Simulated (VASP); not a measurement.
Here is a VASP 6.6.1 calculation.

INCAR

```
  PREC = Accurate
  ENCUT = 600
  EDIFF = 1E-7
  ISMEAR = 0
  SIGMA = 0.03
  LREAL = F
  LASPH = T
  NELM = 80
  ALGO = Normal
  ISIF = 3
  LWAVE = F
  LCHARG = F
  METAGGA = R2SCAN
  LMIXTAU = T
  IBRION = 2
  NSW = 90
  EDIFFG = -0.005
  PSTRESS = 320.0
```

The input KPOINTS:

```
Automatic mesh
0
Gamma
  12 12 12
```

Contents of POSCAR:

```
I                                       
1.0
   -1.4652542506      1.5078728321      2.6662050968
    1.4652542506     -1.5078728321      2.6662050968
    1.4652542506      1.5078728321     -2.6662050968
  I             
     1
Direct
     0.0000000000000000    0.0000000000000000    0.0000000000000000
```

Potentials or basis: VASP PAW PBE potentials, release 64 (I).

The run is started by

```bash
$ cat potpaw_PBE.64/I/POTCAR > POTCAR
$ mpirun -np 1 vasp_std > vasp.out
```

Q: What does it give for the band gap on the k mesh?

A: None (metal or under the smearing width).

Final structure:
```xyz
1
Lattice="-1.4653 1.5079 2.6662 1.4653 -1.5079 2.6662 1.4653 1.5079 -2.6662" Properties=species:S:1:pos:R:3 pbc="T T T"
I     0.0000    0.0000    0.0000
```

Caveat: the relaxation stopped at its first step, so nothing moved; an odd number of electrons without spin polarisation forces a metal; a magnetic or distorted state may lie lower. Spin-orbit coupling is left out, which matters for the levels of I.
